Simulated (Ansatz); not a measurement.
A relaxation computed with Ansatz, from input to last step.

```yaml
crystal:
  lattice:
    - [1.3805493208, -2.4510034023, 0.0]
    - [1.3805493208, 2.4510034023, 0.0]
    - [0.0, 0.0, 4.6771986411]
  atoms:
    - { symbol: Au, position: [0.663848311, 0.336151689, 0.25] }
    - { symbol: Au, position: [0.336151689, 0.663848311, 0.75] }
basis:
  ecutwfc: 420
kpoints:
  mp_grid: { grid: [16, 16, 10] }
hamiltonian:
  xc: pbesol
scf:
  occupations: { method: gaussian, width: 0.1 }
output:
  forces: true
  stress: true
  eigenvalues: true
relax:
  adjacent_minimum: "off"
  f_tol: 0.008
  max_steps: 50
  cell: { stress_tol: 0.08, p_target: 15.0 }
```

```bash
ansatz run input.yaml --threads 1 --pin off --max-ram 1331MiB --backend cpu --events-out ev --progress --plain --runs-dir out
```

The calculation used Ansatz 0.2.0, DFT PBEsol, scalar-relativistic, plane waves, PAW.

Of 5 frames 4 are shown, positions in Å and forces in eV/Å; the SCF threshold varies from step to step. Steps run on the plane waves of an earlier cell, with a Pulay correction in the pressure. The basis is chosen afresh for the last frame, the zero of the energies, and at times for earlier ones too; energy and pressure step there, also at an unchanged geometry. The relaxation lowers the enthalpy F + PV at the target pressure, so the free energy itself can rise. The mark taken_back stands on steps that the optimiser undid.

```xyz
2
Lattice="1.3805 -2.4510 0.0000 1.3805 2.4510 0.0000 0.0000 0.0000 4.6772" Properties=species:S:1:pos:R:3:forces:R:3 pbc="T T T" step=1 free_energy_over_end_meV_per_atom=4.06 pressure_GPa=15.71
Au    1.3805   -0.8032    1.1693    0.0000    0.0013    0.0000
Au    1.3805    0.8032    3.5079    0.0000   -0.0013    0.0000
2
Lattice="1.3874 -2.4554 0.0000 1.3874 2.4554 0.0000 0.0000 0.0000 4.6864" Properties=species:S:1:pos:R:3:forces:R:3 pbc="T T T" step=2 free_energy_over_end_meV_per_atom=-8.56 pressure_GPa=13.47 taken_back
Au    1.3874   -0.8049    1.1716    0.0000   -0.0016    0.0000
Au    1.3874    0.8049    3.5148    0.0000    0.0016    0.0000
2
Lattice="1.3839 -2.4515 0.0000 1.3839 2.4515 0.0000 0.0000 0.0000 4.6786" Properties=species:S:1:pos:R:3:forces:R:3 pbc="T T T" step=3 free_energy_over_end_meV_per_atom=-0.39 pressure_GPa=14.94
Au    1.3839   -0.8038    1.1697    0.0000   -0.0003    0.0000
Au    1.3839    0.8038    3.5090    0.0000    0.0003    0.0000
2
Lattice="1.3850 -2.4497 0.0000 1.3850 2.4497 0.0000 0.0000 0.0000 4.6771" Properties=species:S:1:pos:R:3:forces:R:3 pbc="T T T" step=5 free_energy_over_end_meV_per_atom=0.00 pressure_GPa=14.99
Au    1.3850   -0.8041    1.1693    0.0000   -0.0001    0.0000
Au    1.3850    0.8041    3.5078    0.0000    0.0001    0.0000
```

Spin–orbit coupling is left out, which can shift energies with elements as heavy as these.